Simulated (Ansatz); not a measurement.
# Te: energy and pressure over a range of volumes

One table from this session's results is given with a row withheld; the runs are named, their logs left out.

Method: DFT LDA, scalar-relativistic, in Ansatz 0.2.0.

## The structure to begin with

The structure is trigonal, space group P3_121 (No. 152). The conventional cell has a = 4.458 Å, b = 4.458 Å, c = 5.925 Å, α = 90.00°, β = 90.00°, γ = 120.00°. Te (site symmetry 2) has 2 Te at 2.79 Å in its first shell of neighbours.

As a file:

```
Te
1.0
     4.45800    0.00000    0.00000
    -2.22900    3.86074    0.00000
     0.00000    0.00000    5.92500
Te
3
Cartesian
  3.3212 0.0000 1.9750
  -1.6606 2.8763 3.9500
  0.5684 0.9845 0.0000
```

Atoms are numbered in the order of the input: Te1, Te2, Te3.

The first run:

The input, input.yaml:

```yaml
crystal:
  lattice:
    - [4.3669943424, 0.0, 0.0]
    - [-2.1834971712, 3.7819280387, 0.0]
    - [0.0, 0.0, 5.8040476941]
  atoms:
    - { symbol: Te, position: [0.745, 0.0, 0.3333333333] }
    - { symbol: Te, position: [0.0, 0.745, 0.6666666667] }
    - { symbol: Te, position: [0.255, 0.255, 0.0] }
kpoints:
  mp_grid: { grid: [9, 9, 6] }
  band_path:
    path:
      - [0.0, 0.0, 0.0]
      - [0.5, 0.0, 0.0]
      - [0.3333333333, 0.3333333333, 0.0]
      - [0.0, 0.0, 0.0]
      - [0.0, 0.0, 0.5]
      - [0.5, 0.0, 0.5]
      - [0.3333333333, 0.3333333333, 0.5]
      - [0.0, 0.0, 0.5]
      - [0.5, 0.0, 0.5]
    npoints: 5
scf:
  occupations: { method: fermi_dirac, width: 0.08 }
hamiltonian:
  xc: lda
  pseudopotentials: { kind: all_electron, lapw: { basis_error: 0.0005 } }
output:
  forces: true
  stress: true
  eigenvalues: true
```

Started as:

```console
ansatz run input.yaml --threads 1 --pin off --max-ram 4096MiB --backend cpu --events-out ev --progress --plain --runs-dir out
```

Steps of the session up to this table: Volume × 0.94, LAPW; Volume × 0.94, PAW; Volume × 0.94, crystal datasets; Volume × 0.98, LAPW; Volume × 0.98, PAW; Volume × 0.98, crystal datasets; Volume × 1.01, LAPW; Volume × 1.01, PAW; Volume × 1.01, crystal datasets; Volume × 1.04, LAPW; Volume × 1.04, PAW; Volume × 1.04, crystal datasets.

One table of the session follows, with a row left open; its other results are not shown here.

| method | volume (Å³/atom) | largest force (eV/Å) |
| --- | --- | --- |
| LAPW | 31.953 | 0.938 |
| LAPW | 33.312 | 0.622 |
| LAPW | 34.332 | ? |
| LAPW | 35.352 | 0.224 |
| PAW | 31.953 | 0.938 |
| PAW | 33.312 | 0.622 |
| PAW | 34.332 | 0.413 |
| PAW | 35.352 | 0.225 |
| crystal datasets | 31.953 | 0.938 |
| crystal datasets | 33.312 | 0.622 |
| crystal datasets | 34.332 | 0.413 |
| crystal datasets | 35.352 | 0.224 |

Estimate the missing values for LAPW, 34.332.

**Answer.** largest force (eV/Å): 0.412. In the column «largest force (eV/Å)» it lies between PAW, 35.352 (0.225) and PAW, 34.332 (0.413).

Caveats from the session: Warnings in the runs' records: gradients without spin orbit, crystal datasets made.
